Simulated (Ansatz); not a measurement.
# H started in the widest void in cubic perovskite BaZrO3, 41 atoms, charge +1

The calculation used DFT, PBEsol, PAW, plane waves in Ansatz.

Command:

```sh
ansatz run in.yaml --threads 8 --pin off --max-ram 118750MiB --runs-dir r --events-out ev --progress --plain --backend cuda --devices 0, --max-vram 170GiB
```

The input less its lattice and atoms:

```yaml
crystal:
  symmetry: { detect: false }
kpoints:
  mp_grid: { grid: [1, 1, 1], shift: [0.25, 0.25, 0.25] }
hamiltonian:
  xc: pbesol
total_charge: 1
scf:
  occupations: { method: fermi_dirac, width: 0.01 }
relax:
  f_tol: 0.03
  max_steps: 80
  escape_saddle: false
  adjacent_minimum: "off"
output:
  forces: true
  eigenvalues: true
  populations: true
  charged_corrections: { epsilon: 40 }
```

Start:

```xyz
41
Lattice="8.3620 0.0000 0.0000 0.0000 8.3620 0.0000 0.0000 0.0000 8.3620" Properties=species:S:1:pos:R:3 pbc="T T T"
Ba    0.0257    8.3543    8.3287
Ba    8.3516    0.0249    4.1881
Ba    0.0272    4.1562    8.3336
Ba    8.3613    4.1845    4.1677
Ba    4.1785    0.0051    0.0021
Ba    4.1895    8.3361    4.2078
Ba    4.1734    4.1585    0.0045
Ba    4.1612    4.1655    4.1952
Zr    2.1197    2.1173    2.1056
Zr    2.1046    2.0721    6.2760
Zr    2.0965    6.2492    2.0954
Zr    2.0759    6.3071    6.2983
Zr    6.2497    2.0999    2.1135
Zr    6.2422    2.0617    6.2700
Zr    6.2729    6.2715    2.0799
Zr    6.2761    6.2849    6.2535
O     2.0910    2.0588    8.3102
O     2.1009    2.0835    4.1706
O     2.1171    6.2801    0.0087
O     2.1001    6.2686    4.1816
O     6.2811    2.0685    0.0136
O     6.2569    2.0769    4.1728
O     6.2903    6.2776    8.3429
O     6.2743    6.2578    4.1635
O     8.3355    2.0857    2.1103
O     0.0011    2.0847    6.2559
O     0.0473    6.2786    2.0813
O     8.3507    6.2604    6.2651
O     4.2007    2.0729    2.0905
O     4.1823    2.0961    6.2758
O     4.1895    6.3040    2.0811
O     4.1302    6.2545    6.2581
O     2.1095    8.3268    2.1265
O     2.1040    8.3392    6.2780
O     2.0722    4.2021    2.1159
O     2.1031    4.2012    6.2708
O     6.2403    0.0178    2.0823
O     6.2578    0.0283    6.3001
O     6.2733    4.1381    2.1101
O     6.2827    4.1731    6.3015
H     2.1259    4.1666    4.1901
```

Steps:

| step | energy less the first (eV) | largest force component (eV/Å) |
| --- | --- | --- |
| start | 0.000 | 2.863 |
| 1 | -1.089 | 0.698 |
| 2 | -1.355 | 0.765 |
| 3 | -1.815 | 2.379 |
| 4 | -2.694 | 3.864 |
| 5 | -3.636 | 1.196 |
| 6 | -3.905 | 4.302 |
| 7 | -4.110 | 0.472 |
| 8 | -4.137 | 0.206 |
| 9 | -4.146 | 0.361 |
| 10 | -4.201 | 0.307 |
| 11 | -4.255 | 0.111 |
| 12 | -4.257 | 0.361 |
| 13 | -4.261 | 0.020 |

A structure on the way, about -1.35 eV from the start:

```xyz
41
Lattice="8.3620 0.0000 0.0000 0.0000 8.3620 0.0000 0.0000 0.0000 8.3620" Properties=species:S:1:pos:R:3 pbc="T T T"
Ba    8.3371    8.3607    8.3578
Ba    8.3490    0.0132    4.1719
Ba    8.3424    4.1687    8.3485
Ba    8.1324    4.1769    4.1649
Ba    4.2112    8.3587    0.0146
Ba    4.1968    8.3443    4.1746
Ba    4.2014    4.1796    8.3527
Ba    4.4212    4.1838    4.1923
Zr    2.0968    2.0779    2.0963
Zr    2.0920    2.0754    6.2912
Zr    2.0814    6.2763    2.0841
Zr    2.1061    6.2895    6.2866
Zr    6.2694    2.0858    2.0841
Zr    6.2655    2.0664    6.2799
Zr    6.2649    6.2837    2.0779
Zr    6.2903    6.2689    6.2817
O     2.0816    2.1030    8.3518
O     2.0972    2.2117    4.1748
O     2.1071    6.2400    8.3589
O     2.1034    6.1270    4.1819
O     6.2813    2.0905    8.3565
O     6.2626    2.0807    4.1792
O     6.2785    6.2622    8.3609
O     6.2759    6.2611    4.1817
O     0.0075    2.0773    2.1031
O     0.0105    2.0917    6.2530
O     0.0058    6.2771    2.0885
O     0.0086    6.2609    6.2638
O     4.1710    2.0882    2.0748
O     4.1791    2.1073    6.2669
O     4.1844    6.2764    2.0867
O     4.1858    6.2518    6.2502
O     2.0959    8.3583    2.1439
O     2.1003    8.3557    6.2336
O     2.0863    4.1705    2.2235
O     2.0938    4.1772    6.1326
O     6.2599    8.3548    2.0952
O     6.2645    8.3587    6.2763
O     6.2663    4.1746    2.0965
O     6.2778    4.1775    6.2837
H     2.0804    4.1928    4.2860
```

End:

```xyz
41
Lattice="8.3620 0.0000 0.0000 0.0000 8.3620 0.0000 0.0000 0.0000 8.3620" Properties=species:S:1:pos:R:3 pbc="T T T"
Ba    8.3258    8.3564    0.0214
Ba    8.3069    8.3612    4.1276
Ba    8.3327    4.1788    8.3504
Ba    8.2397    4.1713    4.0878
Ba    4.2252    8.3599    0.0182
Ba    4.2567    8.3573    4.1199
Ba    4.2090    4.1775    8.3381
Ba    4.2984    4.1781    4.1010
Zr    2.0941    2.1048    2.0951
Zr    2.0972    1.9736    6.2606
Zr    2.0938    6.2473    2.0986
Zr    2.0969    6.3844    6.2629
Zr    6.2731    2.0825    2.0484
Zr    6.2750    2.0819    6.2479
Zr    6.2739    6.2709    2.0495
Zr    6.2765    6.2722    6.2476
O     2.0958    1.8893    8.3245
O     2.0881    2.4392    4.1883
O     2.0971    6.4616    8.3261
O     2.0835    5.9035    4.1914
O     6.2709    2.2010    8.3352
O     6.2771    1.9798    4.1473
O     6.2717    6.1525    8.3354
O     6.2789    6.3740    4.1482
O     0.0031    2.1166    2.0653
O     0.0147    2.0047    6.2546
O     0.0038    6.2344    2.0682
O     0.0152    6.3507    6.2568
O     4.1823    2.0494    2.0762
O     4.1725    2.1426    6.2494
O     4.1828    6.3015    2.0774
O     4.1722    6.2137    6.2514
O     2.0650    8.3557    2.3148
O     2.1605    8.3585    5.9180
O     2.1235    4.1751    1.8028
O     2.0307    4.1775    6.3991
O     6.3016    8.3575    1.9441
O     6.2093    8.3582    6.3576
O     6.2474    4.1768    2.1567
O     6.3366    4.1768    6.1282
H     2.0649    4.1900    5.4092
```

Self-consistency was reached.

Time: 8 s of wall time on one NVIDIA GB200 with 8 processor threads, on a host shared with other runs; peak host memory 1.7 GiB.

Question: How much energy did the relaxation gain, and which atom moved most?

Answer: 4.26 eV in 13 steps, from a start with small random displacements (neighbours that lie too close to an added atom are first pushed off) (the gain also holds any tilting of the ideal host); atom 41 (H) moved 1.22 Å, the median atom 0.09 Å (drift of the whole cell removed).

The one k point has no symmetry partners, which can distort the end along one axis.
